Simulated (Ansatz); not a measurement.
**Al2O3: relaxation of cell and atoms with PBEsol**

The system is Al2O3.

```
Al O
1.0
     3.01748    0.00000    0.00000
    -1.50874    2.61322    0.00000
     0.00000    0.00000    7.57464
Al O
2 3
Direct
  0.00000 0.00000 0.72205
  0.00000 0.00000 0.27795
  0.00000 0.00000 0.50000
  0.66667 0.33333 0.80055
  0.33333 0.66667 0.19945
```

Measurements of this composition are mostly on another form, of space group No. 167.

```yaml
Program: Ansatz 0.2.0
Task: relaxation of cell and atoms
Functional: PBEsol
Potentials_or_basis: Ansatz PAW
Cutoff: "420 eV (not typed: the program's choice for these potentials)"
k_mesh: 10 × 10 × 4
Occupations: fermi-dirac, width 0.05 eV
Spin: no spin polarisation
```

```
Relaxed volume                         : 12.33 Å³/atom
Relaxed cell                           : a = 2.988 Å, b = 2.988 Å, c = 7.972 Å, α = 90.00°, β = 90.00°, γ = 120.00°
Space group after relaxing (to 0.05 Å) : P-3m1 (No. 164)
Energy gained by relaxing              : 4.6 meV/atom
Ionic steps                            : 16
Pressure after relaxing                : 0.0 GPa
Band gap on the k mesh                 : 2.40 eV, direct
```

The path:
```tsv
step	energy change (eV)	largest force (eV/Å)	volume (Å³)
1	0.0000	0.1850	59.73
2	-0.0145	0.1428	59.97
3	-0.0196	0.0263	60.00
4	-0.0200	0.0040	59.92
5	-0.0200	0.0005	59.92
6	-0.0219	0.0015	59.92
7	-0.0208	0.0022	60.30
8	-0.0194	0.0040	60.66
9	-0.0227	0.0046	60.66
10	-0.0211	0.0041	61.12
11	-0.0230	0.0042	61.12
12	-0.0225	0.0007	61.26
13	-0.0218	0.0007	61.44
14	-0.0231	0.0007	61.44
15	-0.0222	0.0008	61.66
16	-0.0232	0.0008	61.66
```

Final structure:
```cif
data_structure
_symmetry_space_group_name_H-M 'P 1'
_symmetry_Int_Tables_number 1
_cell_length_a 2.9885
_cell_length_b 2.9885
_cell_length_c 7.9722
_cell_angle_alpha 90.000
_cell_angle_beta 90.000
_cell_angle_gamma 120.000
_cell_volume 61.66
loop_
_atom_site_label
_atom_site_type_symbol
_atom_site_fract_x
_atom_site_fract_y
_atom_site_fract_z
_atom_site_occupancy
Al1 Al 0.00000 0.00000 0.70963 1
Al2 Al 0.00000 0.00000 0.29037 1
O1 O 0.00000 0.00000 0.50000 1
O2 O 0.66667 0.33333 0.78417 1
O3 O 0.33333 0.66667 0.21583 1
```

Levels at points of the mesh, in eV from the valence-band top:
| k point | band 9 | band 10 | band 11 | band 12 | band 13 | band 14 | band 15 | band 16 |
| --- | --- | --- | --- | --- | --- | --- | --- | --- |
| (0.00, 0.00, 0.00) | -3.75 | -2.56 | 0.00 | 0.00 | 2.40 | 4.21 | 7.07 | 9.63 |
| (0.00, 0.00, -0.50) | -3.75 | -3.03 | 0.00 | 0.00 | 3.23 | 3.31 | 8.06 | 8.07 |
| (0.00, -0.50, 0.00) | -3.60 | -3.24 | -1.82 | -0.51 | 4.63 | 6.12 | 8.33 | 8.86 |
| (0.00, -0.50, -0.50) | -3.55 | -3.36 | -1.78 | -0.51 | 4.91 | 5.74 | 8.18 | 8.65 |

It took 27 s on 2 threads of Arm Neoverse V1 (shared host), peak memory 0.35 GiB.

Caveat: the plane-wave basis is chosen anew once the cell has moved, so the energies of steps on either side of that aren't comparable; the pressure holds a Pulay correction of +0.6 GPa for the finite cutoff; the PAW data sets come from PBE, with cores solved anew for the run's functional, which leaves a small shift of forces and pressure. A k mesh can miss the band edges.
